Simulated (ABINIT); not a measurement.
Set up this calculation in ABINIT 10.8.3 (patched build), as the native input.

```yaml
Task: equation of state
Functional: PBEsol
Potentials_or_basis: PseudoDojo NC SR PBEsol v0.4.1 standard
Cutoff: 898 eV
k_mesh: 9 × 9 × 9
Occupations: fermi-dirac, width 0.05 eV
Spin: no spin polarisation
```

Bi:

```
Bi
1.0
    -1.98143    1.98143    1.98143
     1.98143   -1.98143    1.98143
     1.98143    1.98143   -1.98143
Bi
1
Direct
  0.00000 0.00000 0.00000
```

This isn't the form of Bi at room conditions, which is rhombohedral.

The input as run:

run.abi

```
# Datasets: one volume each
ndtset 7
getwfk -1
scalecart1 3*0.9795861087
scalecart2 3*0.9864848297
scalecart3 3*0.9932883884
scalecart4 3*1.0000000000
scalecart5 3*1.0066227096
scalecart6 3*1.0131594038
scalecart7 3*1.0196128224

# Pseudopotentials
pp_dirpath "./"
pseudos "Bi.upf"

# Structure
acell 3.4319383527 3.4319383527 3.4319383527 Angstrom
rprim
    -0.5773502692     0.5773502692     0.5773502692
     0.5773502692    -0.5773502692     0.5773502692
     0.5773502692     0.5773502692    -0.5773502692
ntypat 1
znucl 83
natom 1
typat 1
xred
     0.0000000000     0.0000000000     0.0000000000

# Plane-wave basis
ecut 33.0

# k points
kptopt 1
ngkpt 9 9 9
nshiftk 1
shiftk 0.0 0.0 0.0

# Exchange and correlation
ixc -116133

# Bands and occupations
nband 12
occopt 3
tsmear 0.00183747

# SCF cycle
nstep 100
tolvrs 1.0e-10

# Output
iomode 3
prtwf 1
prtden 0
prteig 0
prtebands 0
```

Potentials or basis: PseudoDojo NC SR PBEsol v0.4.1 standard.

The run is started by

```bash
$ abinit run.abi > log 2>&1
```

Results of the run:

| Quantity | Value |
| --- | --- |
| Equilibrium volume | 30.08 Å³/atom |
| Bulk modulus | 61 GPa |
| Pressure derivative of the bulk modulus | 4.7 |

Caveat: pressures at fixed basis lie under the slope of the energies.

Wall time 91 s on 1 thread of Intel(R) Xeon(R) Platinum 8488C (Sapphire Rapids) (shared host), peak memory 0.11 GiB.
